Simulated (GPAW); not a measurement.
## I in GPAW: the effect of functional

The system is I.

```
CELL_PARAMETERS angstrom
3.63503 -2.39502 0.00000
3.63503 2.39502 0.00000
0.00000 0.00000 9.79344
ATOMIC_POSITIONS crystal
I 0.64930 0.35070 0.38440
I 0.14930 0.85070 0.11560
I 0.35070 0.64930 0.61560
I 0.85070 0.14930 0.88440
```

Alike in all runs:

```yaml
Program: GPAW 26.7.0
Task: band structure
Cutoff: 600 eV
Basis: pw
k_mesh: 6 × 6 × 3
Occupations: fermi-dirac, width 0.05 eV
Spin: no spin polarisation
```

```tsv
functional	potentials or basis	gap on the mesh (eV)	pressure (GPa)	largest force (eV/Å)
PBEsol	PAW data sets generated in the run's folder for this functional	?	?	?
LDA	the program's PAW data sets (release 1.2.1) made for this functional	1.20	-0.6	0.88
PBE	GPAW PAW data sets (gpaw-data 1.2.1)	1.30	2.0	1.00
```

Task: What does the run with functional PBEsol give?

Result: gap on the mesh 1.25 eV; pressure 0.3 GPa; largest force 0.91 eV/Å.

Caveats: spin-orbit coupling is left out, which moves the levels of the heavy elements.

